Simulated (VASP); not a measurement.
# ZnSe (Stilleite) (F-43m) in VASP: notebook, part 2 of 2

VASP 6.6.1. The steps go on from the part before.

### Step 4. Relaxation of the atoms, PBEsol (a relaxed cell with its volume scaled by 1.02)

INCAR

```
SYSTEM = ZnSe
  ALGO = Normal
  EDIFF = 1E-7
  EDIFFG = -0.01
  ENCUT = 600
  GGA = PS
  IBRION = 2
  ISIF = 2
  ISMEAR = 0
  LASPH = .True.
  LCHARG = .False.
  LREAL = .False.
  LWAVE = .False.
  NELM = 80
  NSW = 40
  PREC = Accurate
  SIGMA = 0.03
```

KPOINTS

```
k-points
0
Gamma
  8 8 8
  0 0 0
```

POSCAR

```
ZnSe                                    
1.0
    0.0000000000      2.8393450515      2.8393450515
    2.8393450515      0.0000000000      2.8393450515
    2.8393450515      2.8393450515      0.0000000000
  Zn              Se            
     1     1
Direct
     0.0000000000000000    0.0000000000000000    0.0000000000000000
     0.2500000000000000    0.2500000000000000    0.2500000000000000
```

Potentials or basis: VASP PAW PBE potentials, release 64 (Zn, Se).

The run is started by

```sh
$ cat potpaw_PBE.64/Zn/POTCAR potpaw_PBE.64/Se/POTCAR > POTCAR
$ mpirun -np 1 vasp_std > vasp.out
```

OUTCAR:

```text
SYSTEM = ZnSe
   EDIFF = 1E-7
   EDIFFG = -0.01
   ENCUT = 600
   GGA = PS
   IBRION = 2
   ISIF = 2
   ISMEAR = 0
   LASPH = .True.
   LREAL = .False.
   NELM = 80
   NSW = 40
   PREC = Accurate

 ion  position               nearest neighbor table
   1  0.000  0.000  0.000-   2 2.46   2 2.46   2 2.46   2 2.46
   2  0.250  0.250  0.250-   1 2.46   1 2.46   1 2.46   1 2.46

  LATTYP: Found a face centered cubic cell.
 ALAT       =     5.6786901030

  Lattice vectors:

 A1 = (   0.0000000000,   2.8393450515,   2.8393450515)
 A2 = (   2.8393450515,   0.0000000000,   2.8393450515)
 A3 = (   2.8393450515,   2.8393450515,   0.0000000000)

Analysis of symmetry for initial positions (statically):
=====================================================================
 Subroutine PRICEL returns:
 Original cell was already a primitive cell.

 Routine SETGRP: Setting up the symmetry group for a
 face centered cubic supercell.

 Subroutine GETGRP returns: Found 24 space group operations
 (whereof 24 operations were pure point group operations)
 out of a pool of 48 trial point group operations.
[... 178 lines left out ...]
      5      -4.7306      2.00000
      6      -4.7306      2.00000
      7       1.4380      2.00000
      8       1.4380      2.00000
      9       1.4380      2.00000
     10       2.5857      0.00000
     11       7.1720      0.00000
     12       7.1720      0.00000
     13       7.1720      0.00000
[... 354 lines left out ...]
  band No.  band energies     occupation
      1     -10.8917      2.00000
      2      -4.9953      2.00000
      3      -4.9578      2.00000
      4      -4.7632      2.00000
      5      -4.7238      2.00000
      6      -4.5239      2.00000
      7      -3.4690      2.00000
      8      -0.9858      2.00000
      9      -0.0299      2.00000
     10       5.5802      0.00000
     11       6.8698      0.00000
     12       8.7589      0.00000
     13       9.9828      0.00000

 [... further k-points ...]

------------------------ aborting loop because EDIFF is reached ----------------------------------------

  FORCE on cell =-STRESS in cart. coord.  units (eV):
  Direction    XX          YY          ZZ          XY          YZ          ZX
  --------------------------------------------------------------------------------------
  -------------------------------------------------------------------------------------
  Total       -0.3589022     -0.3589022     -0.3589022      0.0000000      0.0000000     -0.0000000
  in kB      -12.5603615    -12.5603615    -12.5603615      0.0000000      0.0000000     -0.0000000
  external PRESSURE =     -12.5603615 kB  Pullay stress =       0.0000000 kB

 VOLUME and BASIS-vectors are now :
 -----------------------------------------------------------------------------
  energy-cutoff  :      600.00
  volume of cell :       45.78
      direct lattice vectors                 reciprocal lattice vectors
     0.000000000  2.839345052  2.839345052    -0.176096949  0.176096949  0.176096949
     2.839345052  0.000000000  2.839345052     0.176096949 -0.176096949  0.176096949
     2.839345052  2.839345052  0.000000000     0.176096949  0.176096949 -0.176096949

 POSITION                                       TOTAL-FORCE (eV/Angst)
 -----------------------------------------------------------------------------------
      0.00000      0.00000      0.00000         0.000000     -0.000000     -0.000000
      1.41967      1.41967      1.41967        -0.000000      0.000000      0.000000
 -----------------------------------------------------------------------------------
    total drift:                                0.000001      0.000001      0.000001

  FREE ENERGIE OF THE ION-ELECTRON SYSTEM (eV)
  ---------------------------------------------------
  free  energy   TOTEN  =        -6.7696277270 eV

  energy  without entropy=       -6.7696277270  energy(sigma->0) =       -6.76962773

 reached required accuracy - stopping structural energy minimisation
```

OSZICAR:

```text
N       E                     dE             d eps       ncg     rms          rms(c)
DAV:   1     0.883540682887E+02    0.88354E+02   -0.96693E+03   754   0.176E+03
DAV:   2    -0.123472678535E+01   -0.89589E+02   -0.85739E+02   814   0.283E+02
DAV:   3    -0.701443166030E+01   -0.57797E+01   -0.57522E+01   929   0.712E+01
DAV:   4    -0.707355288924E+01   -0.59121E-01   -0.59110E-01   819   0.768E+00
DAV:   5    -0.707389413472E+01   -0.34125E-03   -0.34124E-03   899   0.556E-01    0.461E+00
DAV:   6    -0.678885085006E+01    0.28504E+00   -0.81792E-01   986   0.333E+01    0.360E+00
DAV:   7    -0.677204034875E+01    0.16811E-01   -0.20973E-01   829   0.483E+00    0.156E+00
DAV:   8    -0.676980268934E+01    0.22377E-02   -0.38792E-03   889   0.682E-01    0.450E-01
DAV:   9    -0.676958002198E+01    0.22267E-03   -0.77932E-04   892   0.428E-01    0.663E-02
DAV:  10    -0.676962738312E+01   -0.47361E-04   -0.19889E-04   901   0.202E-01    0.198E-02
DAV:  11    -0.676962744103E+01   -0.57909E-07   -0.26885E-05   918   0.836E-02    0.406E-03
DAV:  12    -0.676962772338E+01   -0.28235E-06   -0.68947E-06   882   0.196E-02    0.215E-03
DAV:  13    -0.676962772703E+01   -0.36462E-08   -0.56976E-07   829   0.102E-02
   1 F= -.67696277E+01 E0= -.67696277E+01  d E =-.676963E+01
```

CONTCAR:

```text
ZnSe
   1.00000000000000
     0.0000000000000000    2.8393450515000001    2.8393450515000001
     2.8393450515000001    0.0000000000000000    2.8393450515000001
     2.8393450515000001    2.8393450515000001    0.0000000000000000
  Zn              Se
     1     1
Direct
     0.0000000000000000    0.0000000000000000    0.0000000000000000
     0.2500000000000000    0.2500000000000000    0.2500000000000000

  0.00000000E+00  0.00000000E+00  0.00000000E+00
  0.00000000E+00  0.00000000E+00  0.00000000E+00
```

Run time: 24 s. Hardware: 1 thread of Intel Xeon Platinum 8375C at 2.90GHz (Ice Lake), shared host; peak memory 0.18 GiB.

What came out:

| Property | Result |
| --- | --- |
| Free energy | -6.7696 eV |
| Pressure after relaxing | -1.3 GPa |
| Band gap on the k mesh | 1.15 eV, direct |

Final structure:
```xyz
2
Lattice="0.0000 2.8393 2.8393 2.8393 0.0000 2.8393 2.8393 2.8393 0.0000" Properties=species:S:1:pos:R:3 pbc="T T T"
Zn    0.0000    0.0000    0.0000
Se    1.4197    1.4197    1.4197
```

Levels at points of the mesh, in eV from the valence-band top:
```
           k point  band 7  band 8  band 9  band 10  band 11  band 12
(0.00, 0.00, 0.00)    0.00    0.00    0.00     1.15     5.73     5.73
(0.50, 0.00, 0.00)   -5.24   -0.87   -0.87     2.44     6.30     6.30
(0.50, 0.50, 0.00)   -4.76   -2.19   -2.19     2.85     3.37    10.56
```

Caveat: the relaxation stopped at its first step, so nothing moved; the PAW data sets were made with another functional, which shifts forces and pressure a little.

### Step 5. Relaxation of the atoms, PBEsol (a relaxed cell with its volume scaled by 1.04)

INCAR is that of step 4.

KPOINTS is that of step 4.

POSCAR

```
ZnSe                                    
1.0
    0.0000000000      2.8577828736      2.8577828736
    2.8577828736      0.0000000000      2.8577828736
    2.8577828736      2.8577828736      0.0000000000
  Zn              Se            
     1     1
Direct
     0.0000000000000000    0.0000000000000000    0.0000000000000000
     0.2500000000000000    0.2500000000000000    0.2500000000000000
```

The run is started by

```sh
$ cat potpaw_PBE.64/Zn/POTCAR potpaw_PBE.64/Se/POTCAR > POTCAR
$ mpirun -np 1 vasp_std > vasp.out
```

Wall time 23 s (1 thread of Intel Xeon Platinum 8375C at 2.90GHz (Ice Lake), shared host); peak memory 0.18 GiB.

Results (log left out):

* Free energy: -6.7596 eV
* Pressure after relaxing: -2.4 GPa
* Band gap on the k mesh: 1.07 eV, direct

Final structure:
```yaml
crystal:
  lattice:
    - [0.00000, 2.85778, 2.85778]
    - [2.85778, 0.00000, 2.85778]
    - [2.85778, 2.85778, 0.00000]
  atoms:
    - { symbol: Zn, position: [0.00000, 0.00000, 0.00000] }
    - { symbol: Se, position: [0.25000, 0.25000, 0.25000] }
```

Levels at points of the mesh, in eV from the valence-band top:
| k point | band 6 | band 7 | band 8 | band 9 | band 10 | band 11 | band 12 | band 13 |
| --- | --- | --- | --- | --- | --- | --- | --- | --- |
| (0.00, 0.00, 0.00) | -6.12 | 0.00 | 0.00 | 0.00 | 1.07 | 5.74 | 5.74 | 5.74 |
| (0.50, 0.00, 0.00) | -5.97 | -5.12 | -0.84 | -0.84 | 2.40 | 6.31 | 6.31 | 8.34 |
| (0.50, 0.50, 0.00) | -5.95 | -4.68 | -2.12 | -2.12 | 2.90 | 3.37 | 10.42 | 11.00 |

Caveat: the relaxation stopped at its first step, so nothing moved; the PAW data sets were made with another functional, which shifts forces and pressure a little.

### Step 6. Relaxation of the atoms, PBEsol (a relaxed cell with its volume scaled by 1.06)

INCAR is that of step 5.

KPOINTS is that of step 5.

POSCAR

```
ZnSe                                    
1.0
    0.0000000000      2.8759858031      2.8759858031
    2.8759858031      0.0000000000      2.8759858031
    2.8759858031      2.8759858031      0.0000000000
  Zn              Se            
     1     1
Direct
     0.0000000000000000    0.0000000000000000    0.0000000000000000
     0.2500000000000000    0.2500000000000000    0.2500000000000000
```

Potentials or basis: VASP PAW PBE potentials, release 64 (Zn, Se).

The run is started by

```sh
$ cat potpaw_PBE.64/Zn/POTCAR potpaw_PBE.64/Se/POTCAR > POTCAR
$ mpirun -np 1 vasp_std > vasp.out
```

It took 20 s on 1 thread of Intel Xeon Platinum 8375C at 2.90GHz (Ice Lake), shared host; peak memory 0.18 GiB.

It converged, with:

| Quantity | Value |
| --- | --- |
| Free energy | -6.7437 eV |
| Pressure after relaxing | -3.3 GPa |
| Band gap on the k mesh | 1.00 eV, direct |

Final structure:
```yaml
crystal:
  lattice:
    - [0.00000, 2.87599, 2.87599]
    - [2.87599, 0.00000, 2.87599]
    - [2.87599, 2.87599, 0.00000]
  atoms:
    - { symbol: Zn, position: [0.00000, 0.00000, 0.00000] }
    - { symbol: Se, position: [0.25000, 0.25000, 0.25000] }
```

Levels at points of the mesh, in eV from the valence-band top:
```
           k point  band 7  band 8  band 9  band 10  band 11  band 12
(0.00, 0.00, 0.00)    0.00    0.00    0.00     1.00     5.74     5.74
(0.50, 0.00, 0.00)   -5.00   -0.81   -0.81     2.37     6.31     6.31
(0.50, 0.50, 0.00)   -4.60   -2.05   -2.05     2.94     3.37    10.29
```

Caveat: the relaxation stopped at its first step, so nothing moved; the PAW data sets were made with another functional, which shifts forces and pressure a little.

### Step 7. Summary

```csv
cell,gap on the mesh (eV),pressure (GPa)
atoms relaxed from: a relaxed cell with its volume scaled by 0.98,1.31,1.3
atoms relaxed,1.23,0.0
atoms relaxed from: a relaxed cell with its volume scaled by 1.02,1.15,-1.3
atoms relaxed from: a relaxed cell with its volume scaled by 1.04,1.07,-2.4
atoms relaxed from: a relaxed cell with its volume scaled by 1.06,1.00,-3.3
```

Alike in all rows: task relaxation of the atoms; level PBEsol; potentials or basis VASP PAW PBE potentials, release 64 (Zn, Se); no spin polarisation; k mesh 8 × 8 × 8; cutoff (eV) 600; smearing gaussian 0.03 eV.

Caveats: the relaxation stopped at its first step, so nothing moved; the PAW data sets were made with another functional, which shifts forces and pressure a little.

Absolute energies hang on the potentials; compare differences alone.

### Step 8. Against experiment

Step 3. A measured gap of ZnSe is 2.695 eV (an exciton energy, a little under the gap; 300 K; “Alloy Disordering Effects on the Thermal Conductivity and Energy Gap Temperature Dependence of Cd1−xZnxSe Ternary Crystals Grown by the Bridgman Method”, 2023, pmc:10253836); the calculated 1.23 eV misses it by -1.47 eV. So large a miss can be the level of theory's own, or it may mean another phase, state or a wrong row. Spin-orbit coupling on Se is left out. The value is that of PBEsol, without temperature or zero-point motion. Semilocal functionals fall short of measured gaps as a rule.
